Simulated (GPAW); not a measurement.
# Sn (Fd-3m) in GPAW: a series of runs

Aim: see how the results for Sn move with the level of theory and the settings. Levels: BLYP+D4, r2SCAN, WC, AM05, revTPSS. Tasks: equation of state, band structure.

All numbers are computed with GPAW 26.7.0; they aren't measurements. Logs are shortened: lines on timing, memory, paths and dates and some standing lists are left out, and cuts for length are marked. The log counts tension as positive stress, the text compression.

### 1 The crystal as given

Symmetry: Fd-3m, No. 227, cubic system. The conventional cell has a = 6.467 Å, b = 6.467 Å, c = 6.467 Å, α = 90.00°, β = 90.00°, γ = 90.00°. Sn (site symmetry -43m) has 4 Sn at 2.80 Å as nearest neighbours.

This isn't the form of Sn at room conditions, which is tetragonal (white tin).

### 2 Equation of state, BLYP+D4

Contents of run.py:

```python
from ase.calculators.mixing import SumCalculator
from ase.eos import EquationOfState
from ase.io import Trajectory, read
from ase.units import GPa
from dftd4.ase import DFTD4
from gpaw import GPAW, PW, setup_paths

setup_paths.insert(0, '.')

atoms = read('Sn.cif')

traj = Trajectory('eos.traj', 'w')
volumes, energies = [], []
for x in [0.94, 0.96, 0.98, 1.0, 1.02, 1.04, 1.06]:
    a = atoms.copy()
    a.set_cell(atoms.cell * x**(1 / 3), scale_atoms=True)
    calc = GPAW(mode=PW(600),
                xc='BLYP',
                kpts={'size': (6, 6, 6), 'gamma': True},
                occupations={'name': 'fermi-dirac', 'width': 0.05},
                nbands=24,
                convergence={'density': 1e-05, 'energy': 1e-05},
                eigensolver='davidson',
                maxiter=150,
                txt=f'eos-{x:.2f}.txt')
    a.calc = SumCalculator([calc, DFTD4(method='blyp')])
    energies.append(a.get_potential_energy())
    volumes.append(a.get_volume())
    p = -a.get_stress()[:3].mean() / GPa
    calc.write(f'eos-{x:.2f}.gpw')
    traj.write(a)
    print(f'{x:.2f} {volumes[-1]:10.4f} A^3 {energies[-1]:14.6f} eV {p:9.3f} GPa', flush=True)

v0, e0, B = EquationOfState(volumes, energies, eos='birchmurnaghan').fit()
print(f'V0 = {v0:.4f} A^3, E0 = {e0:.6f} eV, B0 = {B / GPa:.2f} GPa')
```

Contents of Sn.cif:

```cif
data_Sn
_cell_length_a 4.57263724
_cell_length_b 4.57263724
_cell_length_c 4.57263724
_cell_angle_alpha 60.00000000
_cell_angle_beta 60.00000000
_cell_angle_gamma 60.00000000
_space_group_name_H-M_alt 'P1'
_space_group_name_Hall 'P 1'
_space_group_IT_number 1
loop_
_space_group_symop_operation_xyz
'x,y,z'
loop_
_atom_site_label
_atom_site_type_symbol
_atom_site_symmetry_multiplicity
_atom_site_Wyckoff_symbol
_atom_site_fract_x
_atom_site_fract_y
_atom_site_fract_z
_atom_site_occupancy
Sn1 Sn 1 a 0.7500000000 0.7500000000 0.7500000000 1
Sn2 Sn 1 a 0.5000000000 0.5000000000 0.5000000000 1
```

Potentials or basis: PAW data sets generated in the run's folder for this functional, pw.

The run is started by

```bash
gpaw-setup -f BLYP Sn
OMP_NUM_THREADS=1 python run.py
```

What it wrote:

```text
__  _  _
 | _ |_)|_||  |
 |__||  | ||/\| - 26.7.0

Input parameters:
  mode=PW(ecut=600.0),
  convergence={'density': 1e-05, 'energy': 1e-05},
  eigensolver=Davidson(niter=2),
  kpts=MonkhorstPack(size=(6, 6, 6), gamma=True),
  maxiter=150,
  nbands=24,
  occupations=Occupations(name='fermi-dirac', width=0.05),
  xc=XC(name='BLYP')

Diagonalizing LCAO Hamiltonian
Converting LCAO to pw mode

             Sn
       Sn

Atoms  # Å, Bohr magnetons
|   | symbol |        x |        y |        z |    initial magnetic moments |
|---|--------|----------|----------|----------|-----------------------------|
| 0 |     Sn | 6.766256 | 3.906500 | 2.762312 | ( 0.0000,  0.0000,  0.0000) |
| 1 |     Sn | 4.510837 | 2.604333 | 1.841542 | ( 0.0000,  0.0000,  0.0000) |

Unit cell  # Å
| periodic |        x |        y |        z |  lengths |    angles |
|----------|----------|----------|----------|----------|-----------|
|      yes | 4.510837 | 0.000000 | 0.000000 | 4.510837 | 60.000000 |
|      yes | 2.255419 | 3.906500 | 0.000000 | 4.510837 | 60.000000 |
|      yes | 2.255419 | 1.302167 | 3.683083 | 4.510837 | 60.000000 |

Number of symmetries: 24
Symmetry operations  # r_c * U_cc + t_c -> r_c
|    | kind |            matrix            |
|----|------|------------------------------|
|  0 |  E   |  1, 0, 0,  0, 1, 0,  0, 0, 1 |
|  1 |  σ   |  1, 0, 0,  0, 0, 1,  0, 1, 0 |
|  2 |  σ   |  1, 0,-1,  0, 1,-1,  0, 0,-1 |
|  3 |  C3  |  1, 0,-1,  0, 0,-1,  0, 1,-1 |
|  4 |  C3  |  1,-1, 0,  0,-1, 1,  0,-1, 0 |
|  5 |  σ   |  1,-1, 0,  0,-1, 0,  0,-1, 1 |
|  6 |  σ   |  0, 1, 0,  1, 0, 0,  0, 0, 1 |
|  7 |  C3  |  0, 1, 0,  0, 0, 1,  1, 0, 0 |
|  8 |  C2  |  0, 1,-1,  1, 0,-1,  0, 0,-1 |
|  9 |  S4  |  0, 1,-1,  0, 0,-1,  1, 0,-1 |
| 10 |  C3  |  0, 0, 1,  1, 0, 0,  0, 1, 0 |
| 11 |  σ   |  0, 0, 1,  0, 1, 0,  1, 0, 0 |
| 12 |  S4  |  0, 0,-1,  1, 0,-1,  0, 1,-1 |
| 13 |  C3  |  0, 0,-1,  0, 1,-1,  1, 0,-1 |
| 14 |  S4  |  0,-1, 1,  1,-1, 0,  0,-1, 0 |
| 15 |  C2  |  0,-1, 1,  0,-1, 0,  1,-1, 0 |
| 16 |  C3  |  0,-1, 0,  1,-1, 0,  0,-1, 1 |
| 17 |  S4  |  0,-1, 0,  0,-1, 1,  1,-1, 0 |
| 18 |  S4  | -1, 1, 0, -1, 0, 1, -1, 0, 0 |
| 19 |  C3  | -1, 1, 0, -1, 0, 0, -1, 0, 1 |
| 20 |  C3  | -1, 0, 1, -1, 1, 0, -1, 0, 0 |
| 21 |  S4  | -1, 0, 1, -1, 0, 0, -1, 1, 0 |
| 22 |  σ   | -1, 0, 0, -1, 1, 0, -1, 0, 1 |
| 23 |  C2  | -1, 0, 0, -1, 0, 1, -1, 1, 0 |

BZ-sampling:
  Number of BZ points: 216
  Number of IBZ points: 16

  Monkhorst-Pack size: [6, 6, 6]
  Monkhorst-Pack shift: [0.08333333333333333, 0.08333333333333333, 0.08333333333333333]

K-points  # in reciprocal-cell coordinates
|     |                                coordinates |     weight |
|-----|--------------------------------------------|------------|
|   0 | (  0.00000000,   0.00000000,   0.00000000) | 0.00462963 |
|   1 | (  0.16666667,   0.16666667,   0.00000000) | 0.02777778 |
|   2 | (  0.16666667,   0.16666667,   0.16666667) | 0.03703704 |
|   3 | (  0.33333333,   0.16666667,   0.16666667) | 0.05555556 |
|   4 | (  0.33333333,   0.33333333,  -0.33333333) | 0.05555556 |
|   5 | (  0.33333333,   0.33333333,   0.00000000) | 0.02777778 |
|   6 | (  0.33333333,   0.33333333,   0.16666667) | 0.11111111 |
|   7 | (  0.33333333,   0.33333333,   0.33333333) | 0.03703704 |
|   8 | (  0.50000000,   0.33333333,  -0.33333333) | 0.11111111 |
|   9 | (  0.50000000,   0.33333333,  -0.16666667) | 0.05555556 |
| ... |                                            |            |
|  15 | (  0.50000000,   0.50000000,   0.50000000) | 0.01851852 |

Plane wave coefficients: 2200
Cutoff: 600.0 eV

Spin-components: 1 (collinear spins)
Bands:           24
Projectors:      12
Spin-degeneracy: 2
Datatype:        complex128

Parallelization:
  kpt:    1
  domain: 1
  band:   1

Density:
  Valence electrons: 28.0
  Components: 1
  Grid points: [27 27 27]
  Charge: 0.0  # |e|

Potential:
  Grid points: [27 27 27]

species:
  Sn:
    name:    Tin
    Z:       50.0
    valence: 14
    core:    36
    charge:  0.0  # [|e|]
    compensation charges:
      type: gauss
      rc: 0.38  # [Å]
      lmax: 2
    cutoffs:
      filter: 2.23  # [Å]
      core: 2.35  # [Å]
    projectors
    | kind |    occ | energy [eV] | rcut [Å] |
    |------|--------|-------------|----------|
    |   5s |  2.000 |     -10.458 |    1.201 |
    |   5p |  2.000 |      -3.591 |    1.270 |
    |   4d | 10.000 |     -25.617 |    1.185 |
    |    s |        |      16.754 |    1.201 |
    |    p |        |      23.621 |    1.270 |
    |    d |        |       1.594 |    1.185 |

    Using partial waves for Sn as LCAO basis

Reference energy: -336055.577488  # eV

eigensolver:
  Davidson
  Converge bands: occupied
  niter=2

density mixing:
  MSR1-Mixer
  Pratt-step length: 0.05
  Maximum mixing coefficient: 0.75
  Old densities: 10
  SVD Regularization: 0.005
  Good broyden scale: 1.0
  Trust region scale: 1.0
  Backstep threshold: 4.0
  History deletion threshold: 6.0
  Fourier metric: weight=20.0, sigma=0.015

occupation numbers:
  Fermi-Dirac:
    width: 0.0500  # eV

poisson solver:
  ecut: 4800.0  # eV

xc functional:
  name: BLYP with 2 nearest neighbor stencil

convergence criteria:
- Maximum integral of absolute [dens]ity change: 1e-05 electrons / valence electron
- Maximum [total energy] change in last 3 cyles: 1e-05 eV / valence electron
- Maximum integral of absolute [eigenst]ate change: 4e-08 eV^2 / valence electron
maximum number of iterations: 150

SCF iterations
|iter     | |      energy | eigst |  dens |
|---------|-|-------------|-------|-------|
|iter:   1| |   -6.596722 | +0.10 |       |
|iter:   2| |   -6.607741 | -1.40 | -1.42 |
|iter:   3| |   -6.550293 | -1.92 | -1.44 |
|iter:   4| |   -6.545944 | -3.29 | -2.05 |
|iter:   5| |   -6.546909 | -4.09 | -2.49 |
|iter:   6| |   -6.547112 | -4.37 | -2.96 |
|iter:   7| |   -6.547118c| -5.19 | -4.21 |
|iter:   8| |   -6.547121c| -5.84 | -4.55 |
|iter:   9| |   -6.547121c| -6.72 | -5.11c|
|iter:  10| |   -6.547121c| -7.33 | -5.36c|
|iter:  11| |   -6.547121c| -8.53c| -6.36c|

Converged in 11 steps
Energy contributions relative to reference atoms: (reference = -336055.577488)

Energy contributions:
  Kinetic:          19.313920
  Coulomb:         -17.105998
  Zero:              0.100226
  External:          0.000000
  Xc:               -8.854184
  Entropy:          -0.002171
  Spinorbit:         0.000000
  ----------------------------
  Free energy:      -6.548207
  Extrapolated:     -6.547121

dipole moment: (6.329515, 3.654347, 2.584014)  # |e|*Ang

Fermi level: 5.940
Eigenvalues  # (at kpt = [0.000, 0.000, 0.000])
| band index |      eig [eV] | occ [0-2] |
|------------|---------------|-----------|
|          0 |       -15.864 |     2.000 |
|        ... |               |           |
|          4 |       -15.795 |     2.000 |
|          5 |       -15.441 |     2.000 |
|          6 |       -15.441 |     2.000 |
|          7 |       -15.441 |     2.000 |
|          8 |       -15.424 |     2.000 |
|          9 |       -15.424 |     2.000 |
[... 8 lines left out ...]
|         18 |        11.237 |     0.000 |
|         19 |        14.139 |     0.000 |
|        ... |               |           |
|         23 |        14.473 |     0.000 |

No gap
No difference between direct/indirect transitions

Stress tensor  # eV/Ang^3
|         x |         y |         z |
|-----------|-----------|-----------|
| -0.054228 |  0.000000 |  0.000000 |
|  0.000000 | -0.054228 |  0.000000 |
|  0.000000 |  0.000000 | -0.054228 |

# Writing to eos-0.96.gpw (mode='')
```

Run time: 97 s. Hardware: 1 thread of Arm Neoverse V2, shared host; peak memory 0.3 GiB.

Results:

```yaml
Equilibrium_volume: "36.05 Å³/atom (rough: see the caveat)"
Bulk_modulus: 37 GPa (rough)
```

Energy against volume, from the lowest point:
```tsv
volume (Å³/atom)	energy (meV/atom)
31.775	74.80
32.451	50.78
33.127	32.10
33.803	18.16
34.479	8.43
35.155	2.54
35.831	0.00
```

Caveat: the minimum lies outside the volumes run.

(Part 1 of 2 ends here.)
